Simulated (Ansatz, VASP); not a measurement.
# InSb (InSb(110)) in two plane-wave programs, part 3 of 3

One calculation is typed for both programs; each brings its own data sets and cutoff. How far apart do they land? The structure shown is the end of the VASP relaxation below.

VASP 6.6.1 and Ansatz 0.2.0.

So far: The structure; VASP: relaxation, PBE; Ansatz: single point, PBE; Differences; VASP: band structure, PBE.

### Step 5. VASP: band structure, PBE (continued)

Level of this step: PBE; plane waves and PAW (In, Sb) (VASP).

Numbers of over 12 decimals in the logs are rounded to 6 here.

OUTCAR, selected parts (step 5):

```text
  Total       -1.8266356     -1.5574592     -0.8428629      0.0000000      0.0000000      0.0000000
  in kB       -2.6823946     -2.2871120     -1.2377351      0.0000000      0.0000000      0.0000000
  external PRESSURE =      -2.0690806 kB  Pullay stress =       0.0000000 kB

 POSITION                                       TOTAL-FORCE (eV/Angst)
 -----------------------------------------------------------------------------------
      0.00000      0.39325      8.55512        -0.000000      0.007416      0.002960
      2.35330      3.20155     10.22209         0.000000     -0.011628      0.017757
      0.00000      6.59454     12.72127        -0.000000     -0.013582     -0.009316
      2.35330      3.27059     15.02078        -0.000000      0.000168      0.023582
      0.00000      6.62587     17.41321        -0.000000     -0.008577      0.000000
      2.35330      3.27059     19.80565        -0.000000      0.000168     -0.023582
      0.00000      6.59454     22.10516        -0.000000     -0.013582      0.009316
      2.35330      3.20155     24.60434         0.000000     -0.011628     -0.017757
      0.00000      0.39325     26.27131        -0.000000      0.007416     -0.002960
      0.00000      4.87119     10.38549        -0.000000      0.020664      0.020664
      2.35330      1.77581      7.70625        -0.000000      0.011902      0.004903
      0.00000      4.93882     15.06680        -0.000000     -0.016806      0.017775
      2.35330      1.60683     12.65624        -0.000000      0.020803      0.003050
      0.00000      4.93882     19.75963        -0.000000     -0.016806     -0.017775
[...]
-----------------------------------------------------------------------------------
    total drift:                               -0.000000     -0.043344      0.000002

  FREE ENERGIE OF THE ION-ELECTRON SYSTEM (eV)
  ---------------------------------------------------
  free  energy   TOTEN  =       -60.9648902965 eV

  energy  without entropy=      -60.9648902230  energy(sigma->0) =      -60.96489026

[... 2 parts as in an earlier step ...]

[... 1 further part left out ...]
[key lines of the parts left out:]
E-fermi :   0.3943
```

### Step 6. Ansatz: band structure, PBE

The same cell, functional, mesh and smearing now go to Ansatz, which takes its cutoff from its data sets.

input.yaml

```yaml
crystal:
  lattice:
    - [4.7066070515, 0.0, 0.0]
    - [0.0, 6.656147525, 0.0]
    - [0.0, 0.0, 34.826428206]
  atoms:
    - { symbol: In, position: [0.0, 0.059080149, 0.2456501578] }
    - { symbol: In, position: [0.5, 0.4809911094, 0.2935153136] }
    - { symbol: In, position: [0.0, 0.9907442946, 0.3652764067] }
    - { symbol: In, position: [0.5, 0.4913641922, 0.431304062] }
    - { symbol: In, position: [0.0, 0.9954516992, 0.5] }
    - { symbol: In, position: [0.5, 0.4913641922, 0.568695938] }
    - { symbol: In, position: [0.0, 0.9907442946, 0.6347235933] }
    - { symbol: In, position: [0.5, 0.4809911094, 0.7064846864] }
    - { symbol: In, position: [0.0, 0.059080149, 0.7543498422] }
    - { symbol: Sb, position: [0.0, 0.7318337894, 0.2982071303] }
    - { symbol: Sb, position: [0.5, 0.2667931602, 0.2212759855] }
    - { symbol: Sb, position: [0.0, 0.7419933428, 0.4326255604] }
    - { symbol: Sb, position: [0.5, 0.2414060489, 0.3634089913] }
    - { symbol: Sb, position: [0.0, 0.7419933428, 0.5673744396] }
    - { symbol: Sb, position: [0.5, 0.2461361276, 0.5] }
    - { symbol: Sb, position: [0.0, 0.7318337894, 0.7017928697] }
    - { symbol: Sb, position: [0.5, 0.2414060489, 0.6365910087] }
    - { symbol: Sb, position: [0.5, 0.2667931602, 0.7787240145] }
hamiltonian:
  xc: pbe
  pseudopotentials: { kind: paw }
kpoints:
  mp_grid: { grid: [5, 4, 1] }
  band_path:
    path:
      - [0.0, 0.0, 0.0]
      - [0.07692, 0.0, 0.0]
      - [0.15385, 0.0, 0.0]
      - [0.26923, 0.0, 0.0]
      - [0.34615, 0.0, 0.0]
      - [0.42308, 0.0, 0.0]
      - [0.5, 0.0, 0.0]
      - [0.5, 0.07692, 0.0]
      - [0.5, 0.19231, 0.0]
      - [0.5, 0.26923, 0.0]
      - [0.5, 0.34615, 0.0]
      - [0.5, 0.46154, 0.0]
      - [0.5, 0.5, 0.0]
      - [0.42308, 0.5, 0.0]
      - [0.30769, 0.5, 0.0]
      - [0.23077, 0.5, 0.0]
      - [0.11538, 0.5, 0.0]
      - [0.03846, 0.5, 0.0]
      - [0.0, 0.5, 0.0]
      - [0.0, 0.38462, 0.0]
      - [0.0, 0.30769, 0.0]
      - [0.0, 0.23077, 0.0]
      - [0.0, 0.11538, 0.0]
      - [0.0, 0.03846, 0.0]
      - [0.03846, 0.03846, 0.0]
      - [0.11538, 0.11538, 0.0]
      - [0.19231, 0.19231, 0.0]
      - [0.30769, 0.30769, 0.0]
      - [0.38462, 0.38462, 0.0]
      - [0.5, 0.5, 0.0]
    npoints: 1
scf:
  occupations: { method: gaussian, width: 0.03 }
  n_extra_bands: 15
efield:
  axis: 3
  dipole_correction: true
  ramp_width: 0.04
output:
  forces: true
  eigenvalues: true
```

On the command line:

```
> ansatz run input.yaml --threads 8 --pin off --max-ram 18432MiB --backend cpu --events-out ev --progress --plain --runs-dir out
```

The log of the run:

```text
[...]
Crystal: 18 atoms, lattice volume = 1091.038 Å³
Basis set: ecut = 420 eV, 21357 PW (Γ), exchange–correlation on 64×90×480 points (8 copies of the dense FFT grid, shifted against one another)
Bands: 141, of which v1, the nominal top of the filled ones, is band 126 counted from 1 (125 counted from 0)
Symmetry: 2 space group operations
[...]
k-point 0: bands = [... 122 lower, 1.8684, 1.9031, 2.0353, 2.1353, 2.3078, 3.0252, 3.3129, 3.4190, ... 11 higher]
  k-point 1: bands = [... 122 lower, 1.6749, 1.6889, 1.6979, 1.7348, 2.8942, 2.9194, 3.1061, 3.2148, ... 11 higher]
  k-point 2: bands = [... 122 lower, 1.2765, 1.3014, 1.3538, 1.3919, 2.6260, 2.7550, 2.8868, 3.1427, ... 11 higher]
  k-point 8: bands = [... 122 lower, 1.1726, 1.1805, 1.3215, 1.4617, 2.8894, 3.1319, 3.3035, 3.7545, ... 11 higher]
[key lines of the parts left out:]
SCF converged after 11 iterations
Free energy (F): -108741.813629 eV
Fermi energy:    2.221528 eV
Dipole field:    D = 0.000003 V/Å  (p = 0.000020 e·Å, saw-weighted, corrected)
Work function:   Φ+ = 4.4029 eV   Φ− = 4.4031 eV
```

It took 2.5 min on 8 threads of Arm Neoverse N1, shared host; peak memory 7.6 GiB.

### Step 7. Side by side

Both answers:

```tsv
quantity	Ansatz	VASP	difference
gap over the path points (eV)	0.172	0.190	-0.018
```

Levels at points of the path, from each program's valence-band top (eV; 4 filled, then empty):

```tsv
k (reciprocal lattice)	Ansatz	VASP
0.000 0.000 0.000	-0.27 -0.23 -0.10 0.00 0.17 0.89 1.18	-0.26 -0.23 -0.10 0.00 0.19 0.90 1.19
0.077 0.000 0.000	-0.46 -0.40 -0.23 -0.21 0.62 1.17 1.40	-0.46 -0.40 -0.23 -0.21 0.64 1.19 1.41
0.154 0.000 0.000	-0.70 -0.67 -0.44 -0.30 1.04 1.49 1.57	-0.70 -0.67 -0.44 -0.29 1.06 1.50 1.58
0.269 0.000 0.000	-1.09 -0.97 -0.78 -0.45 1.26 1.39 1.54	-1.09 -0.96 -0.77 -0.45 1.27 1.40 1.56
0.346 0.000 0.000	-1.28 -1.10 -0.89 -0.59 1.07 1.17 1.46	-1.28 -1.09 -0.87 -0.59 1.08 1.18 1.47
0.423 0.000 0.000	-1.36 -1.12 -0.96 -0.75 0.92 0.95 1.40	-1.36 -1.11 -0.95 -0.74 0.92 0.95 1.41
0.500 0.000 0.000	-1.34 -1.07 -1.00 -0.85 0.86 0.86 1.33	-1.33 -1.07 -0.97 -0.84 0.86 0.87 1.34
0.500 0.077 0.000	-1.31 -1.08 -0.99 -0.85 0.88 0.89 1.40	-1.30 -1.08 -0.96 -0.83 0.88 0.90 1.41
0.500 0.192 0.000	-1.18 -1.09 -0.93 -0.82 0.95 1.02 1.56	-1.18 -1.09 -0.91 -0.80 0.96 1.03 1.57
0.500 0.269 0.000	-1.11 -1.09 -0.87 -0.79 0.96 1.08 1.43	-1.11 -1.09 -0.86 -0.77 0.97 1.09 1.45
```

At this near-relaxed geometry the largest component of a force difference is 43 meV/Å. Among the levels compared at these points, filled levels agree within 22 meV and empty ones within 23 meV.

### Step 8. Results

```json
{
  "difference in gap on the k mesh (single point, PBE)": "-0.018 eV",
  "r.m.s. force difference (single point, PBE)": "10 meV/Å",
  "difference in gap over the path points (band structure, PBE)": "-0.018 eV",
  "r.m.s. force difference (band structure, PBE)": "9.9 meV/Å"
}
```

The r.m.s. force difference is 10 meV/Å (single point, PBE), within the 12 meV/Å picked in this series as the mark of a large difference. How closely two codes agree says nothing of how well the functional describes the real material.

[Lines on the potential files, build, host, timing and source positions are cut from VASP's logs without a mark.]

[Logs are printed without paths, hosts, clocks, repeated set-up lines and the standing remarks that a program may print on its own settings, such as how far it seeks lower states.]

[Hosts, paths, dates, database ids (printed as entryN), source tags and the programs' standing remarks are cut or masked in the printed files.]
